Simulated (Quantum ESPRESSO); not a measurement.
A calculation with Quantum ESPRESSO 7.5 of Ti2C (ASE script, structure from a P1 CIF):

run.py

```python
import numpy as np
from ase.calculators.espresso import Espresso, EspressoProfile
from ase.io import read

atoms = read('Ti2C.cif')

input_data = {
    'control': {'calculation': 'scf', 'prefix': 'pwscf', 'outdir': './tmp', 'tprnfor': True, 'tstress': True, 'disk_io': 'nowf'},
    'system': {'ecutwfc': 45.0, 'ecutrho': 360.0, 'nbnd': 21, 'occupations': 'smearing', 'smearing': 'fd', 'degauss': 0.00367493},
    'electrons': {'conv_thr': 6e-10, 'electron_maxstep': 120, 'mixing_beta': 0.5},
}
pseudopotentials = {'C': 'c_pbesol_v1.2.uspp.F.UPF', 'Ti': 'ti_pbesol_v1.4.uspp.F.UPF'}
profile = EspressoProfile(command='mpirun -n 2 pw.x -nk 2', pseudo_dir='pseudo')
dft = Espresso(profile=profile, input_data=input_data, pseudopotentials=pseudopotentials, kpts=(10, 10, 10), koffset=(0, 0, 0))
atoms.calc = dft

print(f'energy {atoms.get_potential_energy():.8f} eV')
print('forces (eV/A)')
print(np.round(atoms.get_forces(), 6))
print('stress (eV/A^3, Voigt)')
print(np.round(atoms.get_stress(), 8))
print(f'Fermi level {dft.get_fermi_level():.4f} eV')
```

Ti2C.cif

```cif
data_Ti2C
_cell_length_a 5.13199585
_cell_length_b 5.13199585
_cell_length_c 5.13199585
_cell_angle_alpha 34.94094143
_cell_angle_beta 34.94094143
_cell_angle_gamma 34.94094143
_space_group_name_H-M_alt 'P1'
_space_group_name_Hall 'P 1'
_space_group_IT_number 1
loop_
_space_group_symop_operation_xyz
'x,y,z'
loop_
_atom_site_label
_atom_site_type_symbol
_atom_site_symmetry_multiplicity
_atom_site_Wyckoff_symbol
_atom_site_fract_x
_atom_site_fract_y
_atom_site_fract_z
_atom_site_occupancy
Ti1 Ti 1 a 0.7545021700 0.7545021700 0.7545021700 1
Ti2 Ti 1 a 0.2454978300 0.2454978300 0.2454978300 1
C1 C 1 a 0.5000000000 0.5000000000 0.5000000000 1
```

Potentials or basis: GBRV 1.5 PBEsol.

Command:

```bash
$ OMP_NUM_THREADS=1 python run.py
```

The cell comes from a database or a generator and needn't be the stable form of this composition.

Task: Write the same calculation in another form: native input, structure typed inline.

Result: As run:

The input pw.in:

```
&CONTROL
  calculation = 'scf'
  prefix = 'pwscf'
  outdir = './tmp'
  pseudo_dir = './pseudo'
  tprnfor = .true.
  tstress = .true.
  disk_io = 'low'
/
&SYSTEM
  ibrav = 0
  celldm(1) = 8
  nat = 3
  ntyp = 2
  ecutwfc = 45
  ecutrho = 360
  nbnd = 21
  occupations = 'smearing'
  smearing = 'fd'
  degauss = 0.00367493
/
&ELECTRONS
  conv_thr = 6d-10
  electron_maxstep = 120
  mixing_beta = 0.5
/
ATOMIC_SPECIES
Ti    47.8670 ti_pbesol_v1.4.uspp.F.UPF
C     12.0110 c_pbesol_v1.2.uspp.F.UPF
CELL_PARAMETERS alat
  0.3639372003499   0.2101192405806   1.1370883310493
 -0.3639372003499   0.2101192405806   1.1370883310493
  0.0000000000000  -0.4202384811848   1.1370883310493
ATOMIC_POSITIONS crystal
Ti     0.7545021700    0.7545021700    0.7545021700
Ti     0.2454978300    0.2454978300    0.2454978300
C      0.5000000000    0.5000000000    0.5000000000
K_POINTS automatic
10 10 10 0 0 0
```

The input pp_density.in:

```
&INPUTPP
  prefix = 'pwscf'
  outdir = './tmp'
  filplot = 'density.dat'
  plot_num = 0
/
&PLOT
  nfile = 1
  filepp(1) = 'density.dat'
  iflag = 3
  output_format = 6
  fileout = 'density.cube'
/
```

File pp_potential.in:

```
&INPUTPP
  prefix = 'pwscf'
  outdir = './tmp'
  filplot = 'potential.dat'
  plot_num = 11
/
&PLOT
  nfile = 1
  filepp(1) = 'potential.dat'
  iflag = 3
  output_format = 6
  fileout = 'potential.cube'
/
```

Potentials or basis: GBRV 1.5 PBEsol.

Command:

```bash
$ OMP_NUM_THREADS=1 mpirun -n 2 pw.x -nk 2 -in pw.in > pw.out
$ OMP_NUM_THREADS=1 mpirun -n 1 pp.x -in pp_density.in > pp_density.out
$ OMP_NUM_THREADS=1 mpirun -n 1 pp.x -in pp_potential.in > pp_potential.out
```

Both were run:

|  | ASE script, structure from a P1 CIF | native input, structure typed inline |
| --- | --- | --- |
| Pressure | -4.7 GPa | -4.7 GPa |
| Largest force | 0.184 eV/Å | 0.184 eV/Å |
| Band gap on the k mesh | none (metal or under the smearing width) | none (metal or under the smearing width) |

Keys that steer only the numerical path or the files written may differ.
